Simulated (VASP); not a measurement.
# Sb in VASP: further runs, part 2 of 2

VASP 6.6.1. The steps go on from the part before.

### Step 3. Single point, PBE

This run uses another cell than the first one, of 31.55 Å³/atom, 0.176 times its volume.

INCAR reads:

```
SYSTEM = Sb
PREC = Accurate
ENCUT = 520
EDIFF = 1E-7
ISMEAR = 0
SIGMA = 0.05
LREAL = .False.
LASPH = .True.
NELM = 100
ALGO = Normal
ISIF = 2
LWAVE = .False.
LCHARG = .False.
GGA = PE
```

KPOINTS reads:

```
Automatic mesh
0
Gamma
  8 8 8
  0 0 0
```

POSCAR reads:

```
Sb
1.0
    3.1600000000      0.0000000000      0.0000000000
    0.0000000000      3.1600000000      0.0000000000
    0.0000000000      0.0000000000      3.1600000000
Sb
1
Cartesian
    0.0000000000      0.0000000000      0.0000000000
```

Potentials or basis: VASP PAW PBE potentials, release 64 (Sb).

The run is started by

```sh
> cat potpaw_PBE.64/Sb/POTCAR > POTCAR
> mpirun -np 1 vasp_std > vasp.out
```

OUTCAR:

```text
SYSTEM = Sb
   PREC = Accurate
   ENCUT = 520
   EDIFF = 1E-7
   ISMEAR = 0
   LREAL = .False.
   LASPH = .True.
   NELM = 100
   ISIF = 2
   GGA = PE

 ion  position               nearest neighbor table
   1  0.000  0.000  0.000-

  LATTYP: Found a simple cubic cell.
 ALAT       =     3.1600000000

  Lattice vectors:

 A1 = (   3.1600000000,   0.0000000000,   0.0000000000)
 A2 = (   0.0000000000,   3.1600000000,   0.0000000000)
 A3 = (   0.0000000000,   0.0000000000,   3.1600000000)

Analysis of symmetry for initial positions (statically):
=====================================================================
 Subroutine PRICEL returns:
 Original cell was already a primitive cell.

 Routine SETGRP: Setting up the symmetry group for a
 simple cubic supercell.

 Subroutine GETGRP returns: Found 48 space group operations
 (whereof 48 operations were pure point group operations)
 out of a pool of 48 trial point group operations.

The static configuration has the point symmetry O_h .

Analysis of symmetry for dynamics (positions and initial velocities):
=====================================================================
 Subroutine PRICEL returns:
 Original cell was already a primitive cell.

 Routine SETGRP: Setting up the symmetry group for a
 simple cubic supercell.

 Subroutine GETGRP returns: Found 48 space group operations
 (whereof 48 operations were pure point group operations)
 out of a pool of 48 trial point group operations.

The dynamic configuration has the point symmetry O_h .

 Subroutine INISYM returns: Found 48 space group operations
 (whereof 48 operations are pure point group operations),
 and found     1 'primitive' translations

----------------------------------------------------------------------------------------

                                     Primitive cell

  volume of cell :      31.5545

  direct lattice vectors                    reciprocal lattice vectors
     3.160000000  0.000000000  0.000000000     0.316455696  0.000000000  0.000000000
     0.000000000  3.160000000  0.000000000     0.000000000  0.316455696  0.000000000
     0.000000000  0.000000000  3.160000000     0.000000000  0.000000000  0.316455696

  length of vectors
     3.160000000  3.160000000  3.160000000     0.316455696  0.316455696  0.316455696

  position of ions in fractional coordinates (direct lattice)
     0.000000000  0.000000000  0.000000000

  ion indices of the primitive-cell ions
   primitive index   ion index
                 1           1

----------------------------------------------------------------------------------------

 KPOINTS: Automatic mesh

Automatic generation of k-mesh.
 Grid dimensions read from file:
 generate k-points for:    8    8    8

 Generating k-lattice:

  Cartesian coordinates                     Fractional coordinates (reciprocal lattice)
     0.039556962  0.000000000  0.000000000     0.125000000  0.000000000  0.000000000
     0.000000000  0.039556962  0.000000000     0.000000000  0.125000000  0.000000000
     0.000000000  0.000000000  0.039556962     0.000000000  0.000000000  0.125000000

  Length of vectors
     0.039556962  0.039556962  0.039556962

  Shift w.r.t. Gamma in fractional coordinates (k-lattice)
     0.000000000  0.000000000  0.000000000

 Subroutine IBZKPT returns following result:
 ===========================================

 Found     35 irreducible k-points:

 Following reciprocal coordinates:
            Coordinates               Weight
  0.000000  0.000000  0.000000      1.000000
  0.125000  0.000000  0.000000      6.000000
  0.250000  0.000000  0.000000      6.000000
  0.375000  0.000000  0.000000      6.000000
  0.500000  0.000000  0.000000      3.000000
  0.125000  0.125000  0.000000     12.000000
[... 27 lines left out ...]
  0.500000  0.500000  0.375000      6.000000
  0.500000  0.500000  0.500000      1.000000
   k-points           NKPTS =     35   k-points in BZ     NKDIM =     35   number of bands    NBANDS=      6
   number of dos      NEDOS =    301   number of ions     NIONS =      1
   total plane-waves  NPLWV =  13824
   dimension x,y,z NGX =    24 NGY =   24 NGZ =   24
   dimension x,y,z NGXF=    48 NGYF=   48 NGZF=   48
   ions per type =               1
   NGX,Y,Z   is equivalent  to a cutoff of  12.63, 12.63, 12.63 a.u.
   NGXF,Y,Z  is equivalent  to a cutoff of  25.25, 25.25, 25.25 a.u.
 SYSTEM =  Sb
   PREC   = accura    normal or accurate (medium, high low for compatibility)
   ISTART =      0    job   : 0-new  1-cont  2-samecut
   ICHARG =      2    charge: 1-file 2-atom 10-const
   ISPIN  =      1    spin polarized calculation?
   LNONCOLLINEAR =      F non collinear calculations
   LSORBIT =      F    spin-orbit coupling
   LASPH  =      T    aspherical Exc in radial PAW
   ENCUT  =  520.0 eV  38.22 Ry    6.18 a.u.   5.88  5.88  5.88*2*pi/ulx,y,z
   NELM   =    100;   NELMIN=  2; NELMDL= -5     # of ELM steps
   EDIFF  = 0.1E-06   stopping-criterion for ELM
   LREAL  =      F    real-space projection
   EDIFFG = 0.1E-05   stopping-criterion for IOM
   NSW    =      0    number of steps for IOM
   IBRION =     -1    ionic relax: 0-MD 1-quasi-New 2-CG
   NFREE  =      0    steps in history (QN), initial steepest desc. (CG)
   ISIF   =      2    stress and relaxation
   ISYM   =      2    0-nonsym 1-usesym 2-fastsym
   POTIM  = 0.5000    time-step for ionic-motion
   TEBEG  =    0.0;   TEEND  =   0.0 temperature during run
   PSTRESS=    0.0 pullay stress
   NELECT =       5.0000    total number of electrons
   NUPDOWN=      -1.0000    fix difference up-down
   EMIN   =  10.00;   EMAX   =-10.00  energy-range for DOS
   EFERMI =   0.00;   METHOD = LEGACY
   ISMEAR =     0;   SIGMA  =   0.05  broadening in eV -4-tet -1-fermi 0-gaus
   EFERMI_NEDOS =   21; number of points for ismear=-14 and -15
   IALGO  =     38    algorithm
   IMIX   =      4    mixing-type and parameters
     AMIX     =   0.40;   BMIX     =  1.00
     AMIX_MAG =   1.60;   BMIX_MAG =  1.00
  volume/ion in A,a.u.               =      31.55       212.94
  Fermi-wavevector in a.u.,A,eV,Ry     =   0.885886  1.674081 10.677766  0.784794
  Thomas-Fermi vector in A             =   2.006979
   LORBIT       =      0    0 simple, 1 ext, 2 COOP (PROOUT), +10 PAW based schemes
   GGA     = PE    functional components
   LHFCALC =     F    Hartree Fock is set to
   AEXX    =    0.0000 exact exchange contribution
   IVDW    =     0    specifies the selected vdW correction
   LEPSILON=     F    determine dielectric tensor
   LRPA    =     F    only Hartree local field effects (RPA)
 non-spin polarized calculation
 Gauss-broadening in eV      SIGMA  =   0.05
  energy-cutoff  :      520.00
  volume of cell :       31.55
 maximum number of plane-waves:       876
 NGX is ok and might be reduce to    24
   NGX = 11   NGY = 11   NGZ = 11

 number of electron       5.0000001 magnetization

 Free energy of the ion-electron system (eV)
  ---------------------------------------------------
  ext. energy  EPLUGINS =         0.00000000
  ---------------------------------------------------
  free energy    TOTEN  =        -4.06522715 eV

  energy without entropy =       -4.06259695  energy(sigma->0) =       -4.06391205

 E-fermi :   6.3882     XC(G=0):  -9.3891

 val. band max:        6.3845248748   @ k =   0.3750   0.2500   0.1250
 cond. band min:       6.6204621971   @ k =   0.2500   0.2500   0.2500
 fundamental gap:      0.2359373223
 Fermi energy:         6.3882242264

 k-point     1 :       0.0000    0.0000    0.0000
  band No.  band energies     occupation
      1      -5.5254      2.00000
      2       9.5669      0.00000
      3       9.5669      0.00000
      4       9.5669      0.00000
      5      13.3114      0.00000
      6      13.3114      0.00000

 k-point     2 :       0.1250    0.0000    0.0000
  band No.  band energies     occupation
      1      -5.3133      2.00000
      2       7.4870      0.00000
      3       9.7711      0.00000
      4       9.7711      0.00000
      5      13.4855      0.00000
      6      14.1041      0.00000
[... 280 lines left out ...]
 k-point    34 :       0.5000    0.5000    0.3750
  band No.  band energies     occupation
      1       0.8921      2.00000
      2       4.5754      2.00000
      3       4.5754      2.00000
      4       6.1545      2.00000
      5      10.5997      0.00000
      6      12.1283      0.00000

 k-point    35 :       0.5000    0.5000    0.5000
  band No.  band energies     occupation
      1       1.5959      2.00000
      2       4.9343      2.00000
      3       4.9343      2.00000
      4       4.9343      2.00000
      5      11.3569      0.00000
      6      11.3569      0.00000

------------------------ aborting loop because EDIFF is reached ----------------------------------------

  FORCE on cell =-STRESS in cart. coord.  units (eV):
  Direction    XX          YY          ZZ          XY          YZ          ZX
  --------------------------------------------------------------------------------------
  -------------------------------------------------------------------------------------
  Total       -0.4520142     -0.4520142     -0.4520142     -0.0000000     -0.0000000      0.0000000
  in kB      -22.9509885    -22.9509885    -22.9509885     -0.0000000     -0.0000000      0.0000000
  external PRESSURE =     -22.9509885 kB  Pullay stress =       0.0000000 kB

 VOLUME and BASIS-vectors are now :
 -----------------------------------------------------------------------------
  energy-cutoff  :      520.00
  volume of cell :       31.55
      direct lattice vectors                 reciprocal lattice vectors
     3.160000000  0.000000000  0.000000000     0.316455696  0.000000000  0.000000000
     0.000000000  3.160000000  0.000000000     0.000000000  0.316455696  0.000000000
     0.000000000  0.000000000  3.160000000     0.000000000  0.000000000  0.316455696

 POSITION                                       TOTAL-FORCE (eV/Angst)
 -----------------------------------------------------------------------------------
      0.00000      0.00000      0.00000         0.000000      0.000000      0.000000
 -----------------------------------------------------------------------------------
    total drift:                                0.000000      0.000000      0.000000

  FREE ENERGIE OF THE ION-ELECTRON SYSTEM (eV)
  ---------------------------------------------------
  free  energy   TOTEN  =        -4.0652271500 eV

  energy  without entropy=       -4.0625969486  energy(sigma->0) =       -4.06391205
```

stdout:

```text
POSCAR found type information on POSCAR Sb
 POSCAR found :  1 types and       1 ions
 scaLAPACK will be used
 LDA part: xc-table for (Slater+PW92), standard interpolation
 POSCAR, INCAR and KPOINTS ok, starting setup
 FFT: planning ... GRIDC
 FFT: planning ... GRID_SOFT
 FFT: planning ... GRID
 WAVECAR not read
 entering main loop
```

Run time: 6.5 s. Hardware: 1 thread of AMD EPYC 7R43 (Zen 3), shared host; peak memory 0.1 GiB.

What came out:

* Free energy: -4.0652 eV
* Pressure: -2.3 GPa
* Band gap on the k mesh: none (metal or under the smearing width)

Levels at points of the mesh, in eV from the Fermi level:
```tsv
k point	band 1	band 2	band 3	band 4	band 5	band 6
(0.00, 0.00, 0.00)	-11.91	3.18	3.18	3.18	6.92	6.92
(0.50, 0.00, 0.00)	-9.70	-5.14	5.01	5.01	8.90	10.50
(0.50, 0.50, 0.00)	-7.36	-3.23	-3.23	2.44	6.84	12.45
(0.50, 0.50, 0.50)	-4.79	-1.45	-1.45	-1.45	4.97	4.97
```

The run has no spin-orbit coupling, so splittings on Sb are missing.

### Step 4. Single point, PBE

This run uses another cell than the first one, of 31.55 Å³/atom, 0.176 times its volume.

run.py reads:

```python
from ase import Atoms
from ase.calculators.vasp import Vasp
from ase.dft.bandgap import bandgap

atoms = Atoms(
    ['Sb'],
    cell=[[3.16, 0.0, 0.0], [0.0, 3.16, 0.0], [0.0, 0.0, 3.16]],
    scaled_positions=[[0.0, 0.0, 0.0]],
    pbc=True,
)
calc = Vasp(
    directory='calc',
    xc='pbe',
    pp='PBE',
    setups='recommended',
    prec='Accurate',
    encut=520,
    ediff=1e-06,
    ismear=0,
    sigma=0.05,
    lreal=False,
    lasph=True,
    nelm=60,
    algo='Normal',
    isif=2,
    lwave=False,
    lcharg=False,
    kpts=[8, 8, 8],
    gamma=True,
    nbands=8,
)
atoms.calc = calc

print('energy (eV):', atoms.get_potential_energy())
print('free energy (eV):', atoms.get_potential_energy(force_consistent=True))
print('forces (eV/A):')
print(atoms.get_forces())
print('stress (eV/A^3, Voigt):', atoms.get_stress())
print('Fermi level (eV):', calc.get_fermi_level())
gap, top, bottom = bandgap(calc)
print('band gap (eV):', gap, 'from (spin, k, band)', top, 'to', bottom)
```

Potentials or basis: VASP PAW PBE potentials, release 64 (Sb).

The run is started by

```sh
> python run.py
```

Output:

```text
energy (eV): -4.06391207
free energy (eV): -4.06522717
forces (eV/A):
[[0. 0. 0.]]
stress (eV/A^3, Voigt): [ 0.01431713  0.01431713  0.01431713  0.          0.         -0.        ]
Fermi level (eV): 6.38817108
band gap (eV): 0.0 from (spin, k, band) (None, None, None) to (None, None, None)
```

OUTCAR:

```text
ENCUT = 520.000000
   EDIFF = 1.00e-06
   GGA = PE
   PREC = Accurate
   ISIF = 2
   ISMEAR = 0
   NELM = 60
[... 611 lines left out ...]
 -----------------------------------------------------------------------------------
      0.00000      0.00000      0.00000         0.000000      0.000000      0.000000
 -----------------------------------------------------------------------------------
    total drift:                                0.000000      0.000000      0.000000

  FREE ENERGIE OF THE ION-ELECTRON SYSTEM (eV)
  ---------------------------------------------------
  free  energy   TOTEN  =        -4.0652271695 eV

  energy  without entropy=       -4.0625969681  energy(sigma->0) =       -4.06391207
```

INCAR:

```text
ENCUT = 520.000000
SIGMA = 0.050000
EDIFF = 1.00e-06
ALGO = Normal
GGA = PE
PREC = Accurate
ISIF = 2
ISMEAR = 0
NBANDS = 8
NELM = 60
LASPH = .TRUE.
LCHARG = .FALSE.
LWAVE = .FALSE.
LREAL = .FALSE.
```

Wall time 17 s (1 thread of AMD EPYC 7R43 (Zen 3), shared host); peak memory 0.09 GiB.

Results:

| Quantity | Value |
| --- | --- |
| Free energy | -4.0652 eV |
| Pressure | -2.3 GPa |
| Band gap on the k mesh | none (metal or under the smearing width) |

### Step 5. Single point, HSE06+D3(BJ) (cell strained at random at fixed volume)

run.py reads:

```python
from ase.calculators.vasp import Vasp
from ase.dft.bandgap import bandgap
from ase.io import read

atoms = read('Sb.xyz')
calc = Vasp(
    directory='calc',
    xc='hse06',
    pp='PBE',
    setups='recommended',
    pp_version='54',
    prec='Accurate',
    encut=520,
    ediff=1e-07,
    ismear=-1,
    sigma=0.1,
    lreal=False,
    lasph=True,
    nelm=60,
    algo='Normal',
    isif=2,
    lwave=False,
    lcharg=True,
    precfock='Fast',
    ivdw=12,
    vdw_s6=1.0,
    vdw_s8=2.31,
    vdw_a1=0.383,
    vdw_a2=5.685,
    lelf=True,
    lvhar=True,
    kpts=[4, 4, 4],
    gamma=True,
    nbands=8,
)
atoms.calc = calc

print('energy (eV):', atoms.get_potential_energy())
print('free energy (eV):', atoms.get_potential_energy(force_consistent=True))
print('forces (eV/A):')
print(atoms.get_forces())
print('stress (eV/A^3, Voigt):', atoms.get_stress())
print('Fermi level (eV):', calc.get_fermi_level())
gap, top, bottom = bandgap(calc)
print('band gap (eV):', gap, 'from (spin, k, band)', top, 'to', bottom)
```

Sb.xyz reads:

```xyz
1
Lattice="3.1634070000 -0.0148830000 -0.0115690000 -0.0148830000 3.1367540000 0.0271710000 -0.0115690000 0.0271710000 3.1803380000" Properties=species:S:1:pos:R:3 pbc="T T T"
Sb     0.0246148539      0.0438781502      0.0292129643
```

Potentials or basis: VASP PAW PBE potentials, release 54 (Sb).

The run is started by

```sh
> python run.py
```

It took 3.6 min on 1 thread of AMD EPYC 7R43 (Zen 3), shared host; peak memory 0.21 GiB.

Results (log left out):

```
Free energy                : -5.1526 eV
Pressure                   : -9.3 GPa
Band gap on the k mesh     : none (metal or under the smearing width)
Dispersion energy per atom : -0.599 eV
```

Stress tensor (GPa, compression positive):
```
-9.11  0.33  0.22
 0.33 -9.75 -0.52
 0.22 -0.52 -9.18
```

Levels at points of the mesh, in eV from the Fermi level:
```csv
k point,band 1,band 2,band 3,band 4,band 5,band 6
"(0.00, 0.00, 0.00)",-13.42,3.30,3.46,3.73,7.19,7.32
"(0.50, 0.00, 0.00)",-10.95,-6.01,5.36,5.80,9.36,11.24
"(0.00, 0.50, 0.00)",-10.83,-6.03,5.46,5.63,9.38,11.14
"(0.50, 0.50, 0.00)",-8.10,-3.88,-3.72,2.71,7.48,13.00
"(0.00, 0.00, 0.50)",-11.02,-6.00,5.46,5.73,9.35,11.33
"(0.50, 0.00, 0.50)",-8.33,-3.90,-3.79,2.68,7.74,13.12
"(0.00, 0.50, 0.50)",-8.19,-3.95,-3.67,2.70,7.58,13.09
"(0.50, 0.50, 0.50)",-5.18,-1.99,-1.78,-1.66,5.21,5.38
```

Caveat: the k mesh is coarse (spacing up to 0.50 Å⁻¹), so the values aren't converged, least of all with exact exchange; the PAW data sets were made with another functional, which shifts forces and pressure a little; pairwise dispersion overbinds metals, which lowers pressure and volume.

### Step 6. The reference run

An earlier run on the cell as given: functional PBE; potentials or basis VASP PAW PBE potentials, release 64 (Sb); cutoff 520 eV; k mesh 8 × 8 × 8; occupations fermi-dirac, width 0.05 eV; no spin polarisation.

- Pressure: -2.3 GPa
- Band gap on the k mesh: none (metal or under the smearing width)

### Step 7. Overview

| level | potentials or basis | cell | k mesh | smearing | grid for exact exchange (PRECFOCK) | screening parameter | mesh quality | gap on the mesh (eV) | pressure (GPa) |
| --- | --- | --- | --- | --- | --- | --- | --- | --- | --- |
| PBE | VASP PAW PBE potentials, release 64 (Sb) | as given | 8 × 8 × 8 | gaussian 0.05 eV | - | - | not flagged | none | -2.3 |
| HSE06+D3(BJ) | VASP PAW PBE potentials, release 54 (Sb) | cell strained at random at fixed volume | 4 × 4 × 4 | fermi-dirac 0.1 eV | Fast | 0.200000 1/A | coarse | none | -9.3 |
| PBE | VASP PAW PBE potentials, release 64 (Sb) | as given | 8 × 8 × 8 | fermi-dirac 0.05 eV | - | - | not flagged | none | -2.3 |

Alike in all rows: task single point; no spin polarisation; cutoff (eV) 520.

Caveats: some runs use coarse meshes; the PAW data sets were made with another functional, which shifts forces and pressure a little (some runs); pairwise dispersion overbinds metals, which lowers pressure and volume (some runs).

Absolute energies hang on the potentials; compare differences alone.
